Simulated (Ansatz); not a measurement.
## Hf: changes ranked by their effect on the pressure

```
CELL_PARAMETERS angstrom
-1.80500 1.80500 1.80500
1.80500 -1.80500 1.80500
1.80500 1.80500 -1.80500
ATOMIC_POSITIONS crystal
Hf 0.00000 0.00000 0.00000
```

The cell comes from COD entry 1522789, which wasn't checked; take it as a given geometry.

All numbers below come from DFT, PBE, all-electron LAPW, scalar-relativistic in Ansatz 0.2.0.

Numerical set-up: a Γ-centred 16×16×16 k mesh, Fermi–Dirac smearing of 0.08 eV, basis error target 1 meV/atom, no spin polarisation.

Spin–orbit coupling is off unless a change turns it on.

In this reference run the pressure is -4.8 GPa (positive in compression). Each change below is made alone, on the same k mesh, with fractional coordinates held unless an atom is moved; x, y and z are the Cartesian axes.

Q: One change shifts the pressure by +2.9 GPa. Which?
A. functional pbesol
B. volume scaled by 1.025
C. functional lda
D. spin-orbit coupling on
E. volume scaled by 0.975
F. no relativity

A: F. The others give: spin-orbit coupling on, -0.2 GPa; volume scaled by 1.025, -2.0 GPa; volume scaled by 0.975, +2.2 GPa; functional lda, -7.8 GPa; functional pbesol, -4.1 GPa.
